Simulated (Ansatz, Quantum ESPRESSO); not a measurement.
**BaTiO3 [001], tetragonal: uniaxial strain and lateral response**

The c axis is held at a set length while the cell relaxes sideways. How do the lateral strain and the stress follow? The strained cell has c along the load; unstrained it is a = 3.9557 Å, b = 3.9557 Å, c = 4.0442 Å, α = 90.00°, β = 90.00°, γ = 90.00°, with 5 atoms. The symmetry of the cell is held, so distortions that would lower it, which this phase may prefer, aren't tested.

Calculated with Ansatz 0.2.0, PBEsol, PAW files of the set soft_1, cutoff 600 eV, Fermi–Dirac smearing 0.02 eV, k-mesh 7×7×7, no spin polarisation, no spin-orbit coupling.

Relaxed positions at 0 %:

```csv
atom,x,y,z
Ba,0.0000,0.0000,0.0059
Ti,0.5000,0.5000,0.5211
O,0.5000,0.5000,0.9762
O,0.5000,0.0000,0.4869
O,0.0000,0.5000,0.4869
```

```csv
ε_c (%),a (Å),c (Å),ε_a (%),"σ (GPa, tension positive)"
−3,3.9831,3.9228,0.694,−4.11
−1,3.9643,4.0037,0.218,−1.12
0,3.9557,4.0442,0.000,0.01
1,3.9471,4.0846,−0.216,0.93
2,3.9390,4.1250,−0.422,1.69
3,3.9310,4.1655,−0.622,2.30
```

**Question.** Fit both responses and give the free strain and the stress at −2 %, a row left out above.

Least squares with y = y0 + y1 ε + y2 ε² (ε in %) gives ε_a = −0.002 + (−0.2190) ε + (0.0042) ε² and σ = 0.00 + (1.061) ε + (−0.101) ε² GPa. The linear terms put the ratio of free to applied strain at −0.219 and the Young modulus at 106 GPa.

At −2 % the free strain comes out as 0.453 %. The run itself gives 0.451 %, so the estimate misses by 0.002 %; the fitted rows themselves lie up to 0.003 % off the law.

The stress comes out as −2.53 GPa. The run itself gives −2.48 GPa, so the estimate misses by 0.05 GPa; the fitted rows themselves lie up to 0.04 GPa off the law.

The negative ε² term means that the crystal stiffens in compression and softens in tension.

The same fit over all rows at other levels or in other programs gives the strain ratio = −0.219 with PBEsol (Quantum ESPRESSO, PseudoDojo) and −0.220 with PBEsol (Quantum ESPRESSO, GBRV).

[Logs are printed without paths, hosts, clocks, repeated set-up lines and the standing remarks that a program may print on its own settings, such as how far it seeks lower states.]
